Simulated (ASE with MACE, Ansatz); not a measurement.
# Σ29 (520)[001] symmetric tilt boundary in Si (80 atoms): boundary energy

What is the boundary energy of this cell, counted against the bulk crystal, and how far does it hang on functional and mesh?

Calculated with Ansatz 0.2.0: Kohn-Sham DFT, PBE, PAW (set soft_2), plane waves; cutoff 420 eV, fermi-dirac smearing of 0.025 eV. Cutoffs: 420 eV for PBE and PBEsol; 500 eV for r2SCAN.

**The cells**

The cell holds 80 atoms: 80 Si. Its edges and angles: a = 5.469 Å, b = 14.977 Å, c = 20.643 Å, α = 90.0°, β = 90.0°, γ = 100.5°. It derives from Si. The starting structure: Two grains of Si, one the mirror image of the other in the boundary plane, two boundaries a cell; of 6 trial joints (lateral shifts, openings, close atoms taken out) the lowest after a short relaxation with the MACE-MP-0b2 potential was kept (shift [0.0, 0.5] of the surface cell, opening 0.83 Å, one of each pair under 1.66 Å removed), then its atoms and the cell's length along the normal were relaxed with that potential. Lattice constants are starting values near those of PBE.

The bulk reference is Si8 in a cell of 8 atoms, 20.447 Å³ an atom.

The input of the single point on the relaxed cell:

```yaml
crystal:
  lattice:
    - [5.469, 0.0, 0.0]
    - [-2.7345, 14.72573, 0.0]
    - [0.0, 0.0, 20.64348]
  atoms:
    - { symbol: Si, position: [0.4888, 0.14171, 0.99227] }
    - { symbol: Si, position: [0.81147, 0.06688, 0.03719] }
    - { symbol: Si, position: [0.84878, 0.74755, 0.00904] }
    - { symbol: Si, position: [0.41518, 0.4668, 0.99961] }
    [... 74 atom lines left out ...]
    - { symbol: Si, position: [0.22272, 0.80906, 0.49961] }
    - { symbol: Si, position: [0.78915, 0.5283, 0.50904] }
kpoints:
  mp_grid: { grid: [6, 2, 1] }
hamiltonian:
  xc: pbe
scf:
  occupations: { method: fermi_dirac, width: 0.025 }
output:
  forces: true
  stress: true
  populations: true
  dos:
    method: { smearing: { sigma: 0.08 } }
    de: 0.1
    projected:
      site_lists:
        Si: [Si]
        lower_grain: [... 40 sites ...]
        upper_grain: [... 40 sites ...]
  eigenvalues: true
  write_density: true
  write_potential: true
  volumetric_format: npy
```

```
                                            cell  formula                    k-mesh  relaxation steps  gain on relaxing (eV)  free energy, PBE (eV)  time of its runs on this page
Sigma29 (520)[001] symmetric tilt boundary in Si     Si80  6×2×1 (relaxed on 3×1×1)                 6                   0.78             -50850.848                        8.9 min
                                         bulk Si      Si8                  10×10×10                 -                      -              -5086.481                           10 s
```

Times come from shared hosts and are rough.

**Boundary energy**

The excess is the cell's free energy less 10 times that of the bulk cell. It is divided by twice the area, as the cell holds two boundaries, so the value is their mean, and they need not be alike (80.54 Å²), with 1 eV/Å² = 16.022 J/m².

```
           level  k-mesh  excess (eV)  boundary energy (J/m²)  per area (meV/Å²)
             PBE   6×2×1       13.966                   1.389               86.7
PBE, denser mesh   7×3×2       13.991                   1.392               86.9
          r2SCAN   6×2×1       16.322                   1.624              101.3
          PBEsol   6×2×1       13.548                   1.348               84.1
```

Worked for the first row at PBE: (-50850.848) − 10 × (-5086.481) = 13.966 eV (from unrounded energies).

Then 13.966 / (2 × 80.54) × 16.022 = 1.389 J/m².

**Neighbours**

Bonds by pair of elements; cutoffs follow the first minimum of g(r), held within bounds set by covalent radii, and pairs that aren't listed don't count as bonded:

| pair A-B | cutoff (Å) | bonds | mean length (Å) | spread (Å) | shortest (Å) | B about A | A about B |
| --- | --- | --- | --- | --- | --- | --- | --- |
| Si-Si | 2.77 | 160 | 2.4 | 0.066 | 2.31 | 4 | 4 |

How many atoms have how many bonded neighbours:

| element | mean | 3 | 4 | 5 |
| --- | --- | --- | --- | --- |
| Si | 4 | 4 | 72 | 4 |

**Findings**

At PBE the boundary energy is 1.39 J/m². At the same geometries the levels give 1.35 (PBEsol) to 1.62 J/m² (r2SCAN) and the denser mesh leaves it within 0.01 J/m². Relaxing the atoms lowered it by 0.077 J/m² from the start (on the 3×1×1 mesh of the relaxation), and the farthest atom moved 0.29 Å. By these cutoffs 8 of 80 Si atoms differ from the commonest count of 4.

Limits: The cell edges were held, so the lattice is the typed one for every functional, and the length along the normal is the one that the machine-learned potential gave. Cell and bulk are sampled on unlike meshes, and the error grows with the number of atoms subtracted. The joint was picked among a few trials by a machine-learned potential, and a lower one may exist. In some runs the program notes that positions were snapped to a detected symmetry.

[Logs are printed without paths, hosts, clocks, repeated set-up lines and the standing remarks that a program may print on its own settings, such as how far it seeks lower states.]

[Hosts, paths, dates, database ids (printed as entryN), source tags and the programs' standing remarks are cut or masked in the printed files.]
